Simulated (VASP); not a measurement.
# CdSe, self-consistent run: which settings are enough?

CdSe, P3m1 (no. 156), 4 atoms in the cell. PBE; PAW potentials Cd, Se (PBE set). VASP 6.6.1. The cell is changed on purpose: last atom moved by 0.04 Å along z, cell strained by +1.5% along z.

Wanted: energy within 10 meV/atom.

What the run is for: energy; Accuracy asked: screening.

POSCAR:
```
CdSe
1.0
    4.3000000000      0.0000000000      0.0000000000
   -2.1500000000      3.7239092363      0.0000000000
    0.0000000000      0.0000000000      7.1253000000
Cd Se
2 2
Direct
    0.6666666700      0.3333333300      0.5000000000
    0.3333333300      0.6666666700      0.0000000000
    0.6666666700      0.3333333300      0.8850000000
    0.3333333300      0.6666666700      0.3906980100
```

The series start from Plane-wave cutoff (eV): 360; k-point mesh: 6 × 6 × 3; Precision mode (PREC): Accurate; Electronic threshold (eV): 1e-6; Bands in all (NBANDS): 30; Aspherical gradient terms in the spheres (LASPH): yes; Electronic algorithm: ALGO=Normal; Placing of the Fermi level (EFERMI): EFERMI=MIDGAP; Support grid and gradient cutoff: ADDGRID=False GGA_COMPAT=False. Each series keeps the choices made before it, and each single choice may use up half of a tolerance.

## Plane-wave cutoff (eV)

| Plane-wave cutoff (eV) | Energy less reference (meV/atom) | SCF iterations | Time (s) |
|---|---|---|---|
| 220 | 112 | 13 | 18 |
| 280 | 4 | 14 | 20 |
| 320 | 2 | 14 | 34 |
| 360 | 2 | 14 | 37 |
| 410 | 1 | 14 | 40 |
| 480 | 0 | 14 | 50 |
| 580 | 0 | 14 | 62 |
| 720 (reference) | 0 | 14 | 103 |

Chosen: 280, the loosest value from which every tighter one stays within half of the tolerance.

## k-point mesh

| k-point mesh | Energy less reference (meV/atom) | SCF iterations | Time (s) |
|---|---|---|---|
| 2 × 2 × 1 | 267 | 14 | 13 |
| 3 × 3 × 2 | 57 | 14 | 13 |
| 4 × 4 × 2 | 15 | 14 | 19 |
| 5 × 5 × 3 | 4 | 14 | 18 |
| 6 × 6 × 3 | 2 | 14 | 20 |
| 8 × 8 × 4 | 0 | 14 | 37 |
| 9 × 9 × 5 | 0 | 14 | 52 |
| 12 × 12 × 6 (reference) | 0 | 14 | 106 |

Chosen: 5 × 5 × 3.

## Precision mode (PREC)

| Precision mode (PREC) | Energy less reference (meV/atom) | SCF iterations | Time (s) |
|---|---|---|---|
| Low | 0 | 14 | 16 |
| SingleN | -22 | 12 | 16 |
| Normal | 0 | 14 | 16 |
| Accurate (reference) | 0 | 14 | 18 |

Chosen: Normal.

## Electronic threshold (eV)

| Electronic threshold (eV) | Energy less reference (meV/atom) | SCF iterations | Time (s) |
|---|---|---|---|
| 0.001 | 0 | 9 | 14 |
| 0.0001 | 0 | 12 | 12 |
| 1e-5 | 0 | 12 | 16 |
| 1e-6 | 0 | 14 | 16 |
| 1e-7 | 0 | 15 | 16 |
| 1e-8 (reference) | 0 | 18 | 17 |

Chosen: 0.001.

## Bands in all (NBANDS)

| Bands in all (NBANDS) | Energy less reference (meV/atom) | SCF iterations | Time (s) |
|---|---|---|---|
| 19 | 0 | 10 | 9.8 |
| 20 | 0 | 10 | 7.9 |
| 22 | 0 | 9 | 9.9 |
| 24 | 0 | 9 | 12 |
| 30 | 0 | 9 | 14 |
| 42 (reference) | 0 | 9 | 14 |

Chosen: 19.

## Aspherical gradient terms in the spheres (LASPH)

| Aspherical gradient terms in the spheres (LASPH) | Energy less reference (meV/atom) | SCF iterations | Time (s) |
|---|---|---|---|
| no | 0 | 10 | 7.0 |
| yes (reference) | 0 | 10 | 9.8 |

Chosen: no.

## Electronic algorithm

| Electronic algorithm | Energy less reference (meV/atom) | SCF iterations | Time (s) |
|---|---|---|---|
| ALGO=Normal | 0 | 10 | 7.0 |
| ALGO=Fast | 0 | 10 | 7.0 |
| ALGO=VeryFast | 0 | 18 | 8.5 |
| ALGO=All ISEARCH=1 | 0 | 11 | 9.8 |
| ALGO=All ISEARCH=0 | 0 | 11 | 8.1 |
| ALGO=Damped TIME=0.4 | 0 | 17 | 9.3 |
| ALGO=Damped TIME=0.1 | 0 | 26 | 14 |

Chosen: ALGO=Normal; no other choice that stays within half of the tolerance saves 30 % of the time.

## Placing of the Fermi level (EFERMI)

| Placing of the Fermi level (EFERMI) | Energy less reference (meV/atom) | SCF iterations | Time (s) |
|---|---|---|---|
| EFERMI=MIDGAP | 0 | 10 | 7.0 |
| EFERMI=LEGACY | 0 | 10 | 7.8 |

Chosen: EFERMI=MIDGAP.

## Support grid and gradient cutoff

| Support grid and gradient cutoff | Energy less reference (meV/atom) | SCF iterations | Time (s) |
|---|---|---|---|
| ADDGRID=False GGA_COMPAT=False | 0 | 10 | 7.0 |
| ADDGRID=True GGA_COMPAT=False | 0 | 10 | 8.8 |
| ADDGRID=False GGA_COMPAT=True | 0 | 10 | 6.2 |

Chosen: ADDGRID=False GGA_COMPAT=True; it saves 0.8 s of 7.0, so ADDGRID=False GGA_COMPAT=False would do nearly as well.

## All choices together

| Input | Energy less reference (meV/atom) | Time (s) |
|---|---|---|
| the program's defaults (naive) | 19 | 5.6 |
| chosen settings | 9 | 6.2 |
| reference settings throughout | 0 | 1098 |

The tolerance is met.

## The input

INCAR:
```
ADDGRID = False
ALGO = Normal
EDIFF = 0.001
EFERMI = MIDGAP
ENCUT = 280
GGA = PE
GGA_COMPAT = True
ISIF = 2
ISMEAR = 0
LASPH = False
LCHARG = False
LREAL = False
LWAVE = False
NBANDS = 19
NELM = 120
PREC = Normal
SIGMA = 0.03
```

KPOINTS:
```
Automatic mesh
0
Gamma
  5 5 3
  0 0 0
```

Commands:
```
cat potpaw_PBE.64/Cd/POTCAR potpaw_PBE.64/Se/POTCAR > POTCAR
mpirun -np 1 vasp_std > vasp.out
```

The chosen input took VASP 6.6.1 6.2 s on 1 core (Intel Xeon Platinum 8375C @ 2.90GHz (Ice Lake)), a shared host.

## An input that fails: too few bands

VASP's message: The number of bands is not sufficient to hold all electrons. I am sorry, but this calculation does not make sense. If you want to calculate only selected states, you need to set either EFERMI or EREF. EREF specifies around which energy states are supposed to be calculated. I found NBANDS = 17, NELECT = ….

Changes against the starting input:
```
- NELM = 120
- NBANDS = 30
+ NELM = 96
+ NBANDS = 17
```
